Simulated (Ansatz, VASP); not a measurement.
**MgI2: VASP beside Ansatz**

```
CELL_PARAMETERS angstrom
4.20720 0.00000 -0.46279
-2.10360 3.64354 0.23140
-0.85929 0.00000 7.49925
ATOMIC_POSITIONS crystal
Mg 0.00000 0.00000 0.00000
I 0.24695 0.66968 0.77478
I 0.75305 0.33032 0.22522
```

Change from the starting cell: engineering shear strain xz -0.2200, normal strain along z -0.0400.

Alike in both runs: functional PBE; k mesh 6 × 6 × 4; occupations gaussian, width 0.05 eV; no spin polarisation.

Ansatz relaxed the structure, and its values are those at the end. VASP's run is a single point on that final structure, the one shown.

```csv
,VASP,Ansatz
version,VASP 6.6.1,Ansatz 0.2.0
potentials or method,"VASP PAW PBE potentials, release 64 (Mg, I)","scalar-relativistic, plane waves, PAW"
plane-wave cutoff (eV),520,520
valence electrons in the cell,16,44
```

|  | VASP | Ansatz | Ansatz less VASP |
| --- | --- | --- | --- |
| gap on the k mesh at the Fermi level (eV) | 3.41 | 3.43 | +0.017 |
| least direct gap on the mesh (eV) | 3.64 | 3.65 | +0.015 |
| pressure (GPa) | 0.2 | 0.2 | +0.05 |
| rms of the force components (eV/Å) | 0.005 | 0.000 | -0.0046 |

The two sets of potentials don't hold the same shells in valence. Ansatz warned: «stress_scf_threshold_loose».

Caveats: spin-orbit coupling is left out, which moves the levels of the heavy elements. A k mesh can miss the band edges.
